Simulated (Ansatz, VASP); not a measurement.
Two plane-wave programs on BeTe

```
Be Te
1.0
     3.86360    0.00000    0.00000
    -1.93180    3.34597    0.00000
     0.00000    0.00000    6.00340
Be Te
2 2
Direct
  0.00000 0.00000 0.00000
  0.00000 0.00000 0.50000
  0.33333 0.66667 0.25000
  0.66667 0.33333 0.75000
```

The cell was built by a generator and needn't be a form met in nature.

Alike in both runs: task single point; functional PBE; k mesh 12 × 12 × 4; occupations fermi-dirac, width 0.02 eV; no spin polarisation.

|  | VASP | Ansatz |
| --- | --- | --- |
| version | VASP 6.6.1 | Ansatz 0.2.0 |
| potentials or method | VASP PAW PBE potentials, release 64 (Be, Te) | plane waves, PAW |
| plane-wave cutoff (eV) | 520 | 420 |
| valence electrons in the cell | 16 | 36 |

VASP gave:

* pressure (GPa): -0.1
* largest component of the traceless stress (GPa): 0.09

Q: Which values does Ansatz return?

A: Pressure (GPa): -0.2; largest component of the traceless stress (GPa): 0.09.

With one functional, cell and mesh, what is left measures potentials, basis and numerics. The two sets of potentials don't hold the same shells in valence.

Spin-orbit coupling is left out, which matters for the levels of Te.
